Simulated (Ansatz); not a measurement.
Here is an Ansatz 0.2.0 calculation.

Contents of input.yaml:

```yaml
crystal:
  lattice:
    - [0.0, 1.813001, 1.813001]
    - [1.813001, 0.0, 1.813001]
    - [1.813001, 1.813001, 0.0]
  atoms:
    - { symbol: "N", position: [0.25, 0.25, 0.25] }
    - { symbol: B, position: [0.0, 0.0, 0.0] }
kpoints:
  mp_grid: { grid: [13, 13, 13] }
  band_path:
    path:
      - [0.0, 0.0, 0.0]
      - [0.5, 0.0, 0.5]
      - [0.5, 0.25, 0.75]
      - [0.375, 0.375, 0.75]
      - [0.0, 0.0, 0.0]
      - [0.5, 0.5, 0.5]
      - [0.625, 0.25, 0.625]
      - [0.5, 0.25, 0.75]
    npoints: 6
scf:
  occupations: { method: fermi_dirac, width: 0.05 }
hamiltonian:
  xc: pbesol
  pseudopotentials: { kind: all_electron, lapw: { basis_error: 0.001 } }
output:
  forces: true
  stress: true
  eigenvalues: true
```

Potentials or basis: all-electron LAPW, scalar-relativistic.

The run is started by

```console
$ ansatz run input.yaml --threads 1 --pin off --max-ram 3072MiB --backend cpu --events-out ev --progress --plain --runs-dir out
```

(1) What does it give for the band gap on the k mesh?

(2) Estimate the band gap along the path.

(3) Estimate the pressure.

Results:

(1) 4.35 eV, indirect (least direct gap 8.72 eV).

(2) 4.28 eV, indirect (least direct gap 8.72 eV).

(3) -6.3 GPa.

**Measured values to compare with.**

A printed reference work, monograph reports, for a bulk crystal of BN at 300 K: band gap 6.4 eV (indirect).

A measured gap of BN is 6.4 eV (indirect; 300 K; a printed reference work, monograph); the calculated 4.28 eV misses it by -2.12 eV. The value is that of PBEsol, without temperature or zero-point motion. Semilocal functionals fall short of measured gaps as a rule. The cell is a database's relaxed one, not the measured one, which moves gaps too.
